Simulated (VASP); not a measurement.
# NaI: restarted molecular dynamics, 2 variants

NaI, Fm-3m (no. 225), 8 atoms in the cell. PBE, molecular dynamics; PAW potentials I, Na (PBE set).

| Restart from | Temperature at the end (K) | The same without a restart (K) | Potential energy at the end (eV/atom) | The same without a restart (eV/atom) | Electronic steps in the first step after the restart | Time (s) |
|---|---|---|---|---|---|---|
| CONTCAR with velocities, WAVECAR read | 387.0 | 387.0 | -2.67569 | -2.67569 | 4 | 185 |
| CONTCAR with velocities, no WAVECAR | 387.0 | 387.0 | -2.67569 | -2.67569 | 12 | 200 |

Limits: 120 fs of 8 atoms are too short for converged averages.

## Input of the first row

INCAR.step1:
```
GGA = PE ; PREC = Normal
ENCUT = 200 ; EDIFF = 1E-6
NELMIN = 4 ; NELM = 60
ALGO = Normal ; LREAL = Auto
LASPH = T ; ISMEAR = 0
SIGMA = 0.05 ; ISYM = 0
LWAVE = T ; LCHARG = F
IBRION = 0 ; NSW = 30
POTIM = 2.0 ; TEBEG = 600
ISIF = 2 ; RANDOM_SEED = 885049 0 0
MDALGO = 1 ; ANDERSEN_PROB = 0.0
KPAR = 2
```

INCAR.step2, as INCAR.step1 but for:
```
- LWAVE = T
+ LWAVE = F
```

KPOINTS:
```
k-points
0
Monkhorst-Pack
  2 2 2
```

POSCAR.step1:
```
NaI
1.0
    6.4728000000      0.0000000000      0.0000000000
    0.0000000000      6.4728000000      0.0000000000
    0.0000000000      0.0000000000      6.4728000000
I Na
4 4
Direct
    0.5000000000      0.0000000000      0.0000000000
    0.5000000000      0.5000000000      0.5000000000
    0.0000000000      0.0000000000      0.5000000000
    0.0000000000      0.5000000000      0.0000000000
    0.0000000000      0.0000000000      0.0000000000
    0.0000000000      0.5000000000      0.5000000000
    0.5000000000      0.0000000000      0.5000000000
    0.5000000000      0.5000000000      0.0000000000
```

Commands (each step's output is kept before the next begins):
```
cat potpaw_PBE.64/I/POTCAR potpaw_PBE.64/Na/POTCAR > POTCAR
cp INCAR.step1 INCAR
cp POSCAR.step1 POSCAR
mpirun -np 2 vasp_std > vasp.out
cp CONTCAR POSCAR
cp INCAR.step2 INCAR
mpirun -np 2 vasp_std > vasp.out
```

Changes of the last row against the first:
```
(step 1)
- LWAVE = True
+ LWAVE = False
```

VASP 6.6.1 took 185 s on 2 cores (AMD EPYC 7R43 (Zen 3)), a shared host.
